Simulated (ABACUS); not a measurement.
Crystal: ZnS (Wurtzite-2H).

```
Zn S
1.0
     3.81100    0.00000    0.00000
    -1.90550    3.30042    0.00000
     0.00000    0.00000    6.23400
Zn S
2 2
Direct
  0.66667 0.33333 0.50000
  0.33333 0.66667 0.00000
  0.66667 0.33333 0.88500
  0.33333 0.66667 0.38500
```

A run of ABACUS 3.10.1 on this cell left the log below. Logs are shortened: lines on timing, memory, paths and dates and some standing lists are left out, and cuts for length are marked.

```text
ABACUS v3.10.1

               Atomic-orbital Based Ab-initio Computation at UStc

 ------------------------------------------------------------------------------------

 READING GENERAL INFORMATION
                           global_out_dir = OUT.ZnS/
                           global_in_card = INPUT
                               pseudo_dir = ./
                              orbital_dir =
                                    DSIZE = 4
                                    GSIZE = 1

 READING UNITCELL INFORMATION
                                    ntype = 2
                  lattice constant (Bohr) = 1.88973
              lattice constant (Angstrom) = 1

 READING ATOM TYPE 1
                               atom label = Zn
                      L=0, number of zeta = 1
                      L=1, number of zeta = 1
                      L=2, number of zeta = 1
             number of atom for this type = 2

 READING ATOM TYPE 2
                               atom label = S
                      L=0, number of zeta = 1
                      L=1, number of zeta = 1
                      L=2, number of zeta = 1
             number of atom for this type = 2

                        TOTAL ATOM NUMBER = 4
DIRECT COORDINATES
    atom                   x                   y                   z     mag                  vx                  vy                  vz
taud_Zn1            0.6666666667        0.3333333333        0.5000000000  0.0000        0.0000000000        0.0000000000        0.0000000000
taud_Zn2            0.3333333333        0.6666666667        0.0000000000  0.0000        0.0000000000        0.0000000000        0.0000000000
taud_S1            0.6666666667        0.3333333333        0.8850000000  0.0000        0.0000000000        0.0000000000        0.0000000000
taud_S2            0.3333333333        0.6666666667        0.3850000000  0.0000        0.0000000000        0.0000000000        0.0000000000

                          Volume (Bohr^3) = 529.142
                             Volume (A^3) = 78.4106
[... 265 lines left out ...]
 E_KohnSham     -879.9096289544      -11971.7846788455
 E_Harris       -888.3602835382      -12086.7617330156
 E_Fermi        0.5889782322         8.0134599562
----------------------------------------------------------
[... 63 lines left out ...]
 Density error is 6.46521084891e-09
                          Error Threshold = 1.43645542097e-10
----------------------------------------------------------
     Energy           Rydberg                 eV
----------------------------------------------------------
 E_KohnSham     -879.9722328777      -11972.6364489199
 E_KS(sigma->0) -879.9722328777      -11972.6364489198
 E_Harris       -879.9719645232      -11972.6327977690
 E_band         -93.0646604565       -1266.2096646438
 E_one_elec     -717.2324390215      -9758.4479611303
 E_Hartree      368.5253635669       5014.0448020313
 E_xc           -101.6500925660      -1383.0204611247
 E_Ewald        -429.6150648571      -5845.2128286961
 E_entropy(-TS) -0.0000000000        -0.0000000000
 E_descf        0.0000000000         0.0000000000
 E_exx          0.0000000000         0.0000000000
 E_Fermi        0.6196367734         8.4305908090
----------------------------------------------------------

 charge density convergence is achieved
 final etot is -11972.636449 eV
 EFERMI = 8.430590809 eV
The vacuum level is 10.521019334 eV

 STATE ENERGY(eV) AND OCCUPATIONS    NSPIN == 1
 1/30 kpoint (Cartesian) = 0.0000 0.0000 0.0000 (1705 pws)
       1       -117.314     0.00625000
       2       -117.314     0.00625000
       3       -71.6364     0.00625000
       4       -71.6364     0.00625000
       5       -71.6363     0.00625000
       6       -71.6363     0.00625000
[... 194 lines left out ...]
      31        14.2839    5.40526e-53
      32        14.5323    3.75899e-55

[... levels at 24 further k points ...]

------------------------------------------------------------------------------------------
 TOTAL-FORCE (eV/Angstrom)
------------------------------------------------------------------------------------------
                       Zn1         0.0000000000         0.0000000000         0.3056757265
                       Zn2         0.0000000000         0.0000000000         0.3056757265
                        S1         0.0000000000         0.0000000000        -0.3056757265
                        S2         0.0000000000         0.0000000000        -0.3056757265
------------------------------------------------------------------------------------------

----------------------------------------------------------------
 TOTAL-STRESS (KBAR)
----------------------------------------------------------------
        -7.3814087275         0.0000000000         0.0000000000
         0.0000000000        -7.3814087276         0.0000000000
         0.0000000000        -0.0000000000       -25.5691132339
----------------------------------------------------------------
 TOTAL-PRESSURE: -13.443977 KBAR

 --------------------------------------------
 !FINAL_ETOT_IS -11972.6364489198585943 eV
 --------------------------------------------
```

**Question.** What input gives this log?

**Answer.** Single point with PBEsol, no spin polarisation. The files as run (others can give the same):

INPUT
```
INPUT_PARAMETERS
suffix              ZnS
calculation         scf
basis_type          pw
pseudo_dir          ./
symmetry            1
dft_functional      pbesol
ecutwfc             84
pseudo_rcut         7
nspin               1
nbands              32
ks_solver           dav
smearing_method     fd
smearing_sigma      0.00367493
scf_thr             1e-08
scf_nmax            100
mixing_type         broyden
mixing_beta         0.7
cal_force           1
cal_stress          1
out_chg             1
out_pot             2
out_elf             1
```

STRU
```
ATOMIC_SPECIES
Zn 65.3800 Zn.upf
S 32.0600 S.upf

LATTICE_CONSTANT
1.8897261246

LATTICE_VECTORS
3.8110000000 0.0000000000 0.0000000000
-1.9055000000 3.3004228138 0.0000000000
0.0000000000 0.0000000000 6.2340000000

ATOMIC_POSITIONS
Direct

Zn
0.0
2
0.6666666667 0.3333333333 0.5000000000 1 1 1
0.3333333333 0.6666666667 0.0000000000 1 1 1

S
0.0
2
0.6666666667 0.3333333333 0.8850000000 1 1 1
0.3333333333 0.6666666667 0.3850000000 1 1 1
```

KPT
```
K_POINTS
0
Gamma
8 8 5 0 0 0
```

Potentials or basis: PseudoDojo NC SR 0.4.1 PBEsol standard, plane waves.
Run with:
```bash
$ OMP_NUM_THREADS=1 mpirun -np 4 abacus > log
```
